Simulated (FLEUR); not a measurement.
## InP: equation of state with LDA

**Measured values to compare with.**

A printed reference work, data compilation reports, for a bulk crystal of InP: bulk modulus 71 GPa.

Crystal: InP.

```
CELL_PARAMETERS angstrom
0.00000 2.93050 2.93050
2.93050 0.00000 2.93050
2.93050 2.93050 0.00000
ATOMIC_POSITIONS crystal
In 0.00000 0.00000 0.00000
P 0.75000 0.75000 0.75000
```

* Program: FLEUR MaX-R8.1 (later development tree)
* Task: equation of state
* Functional: LDA
* Potentials or basis: all-electron
* Basis: FLAPW
* Kmax: 5 1/bohr
* k mesh: 8 × 8 × 8
* Occupations: fermi-dirac, width 0.05 eV
* Spin: no spin polarisation
* Gmax: 15.5 1/bohr
* Muffin-tin radii: In 2.35, P 1.96 bohr
* lmax: In 10, P 8
* Local orbitals a species: In 5, P 4

```
Equilibrium volume                      : 24.72 Å³/atom
Bulk modulus                            : 71 GPa
Pressure derivative of the bulk modulus : 4.7 (rough: it moves with the points fitted)
```

Energy against volume, from the lowest point:
```tsv
volume (Å³/atom)	energy (meV/atom)
23.657	9.22
24.160	1.14
25.167	0.00
26.173	15.39
26.677	28.17
```

A measured bulk modulus of InP is 71 GPa (a printed reference work, data compilation); the calculated 71 GPa misses it by +0.5 %. The fit is for a static lattice scaled at fixed shape and fixed fractional positions.

LDA usually gives volumes a few per cent too small.
